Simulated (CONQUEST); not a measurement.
CdTe:

```xyz
4
Lattice="4.5326 0.0000 0.0000 0.0000 4.5326 0.0000 0.0000 0.0000 6.4100" Properties=species:S:1:pos:R:3 pbc="T T T"
Te    0.0000    2.2663    1.6025
Te    2.2663    0.0000    4.8075
Cd    0.0000    0.0000    0.0000
Cd    2.2663    2.2663    3.2050
```

Base run:

```yaml
Program: CONQUEST 1.3
Functional: PBE
Potentials_or_basis: PseudoDojo NC PBE, DZ, grid cutoff 120 Ha
k_mesh: 6 × 6 × 4
Occupations: fermi-dirac, width 0.05 eV
Spin: no spin polarisation
```

Its results: band gap on the k mesh 0.71 eV; pressure 6.6 GPa.

Question: After a change of settings the same cell gave: band gap on the k mesh 1.21 eV; pressure 6.2 GPa. Which change was it?
A. potentials or basis from PseudoDojo NC PBE, DZ, grid cutoff 120 Ha to PseudoDojo NC PBE, DZP, grid cutoff 120 Ha
B. potentials or basis from PseudoDojo NC PBE, DZ, grid cutoff 120 Ha to PseudoDojo NC PBE, SZP, grid cutoff 120 Ha
C. potentials or basis from PseudoDojo NC PBE, DZ, grid cutoff 120 Ha to PseudoDojo NC PBE, SZ, grid cutoff 120 Ha

Answer: B.

Caveats: the atomic basis is small; spin-orbit coupling is left out, which moves the levels of the heavy elements; the basis of atomic orbitals isn't converged, which shifts pressures, moduli and gaps; the box holds several primitive cells, so bands are folded and the points are those of the box's own zone (some runs).
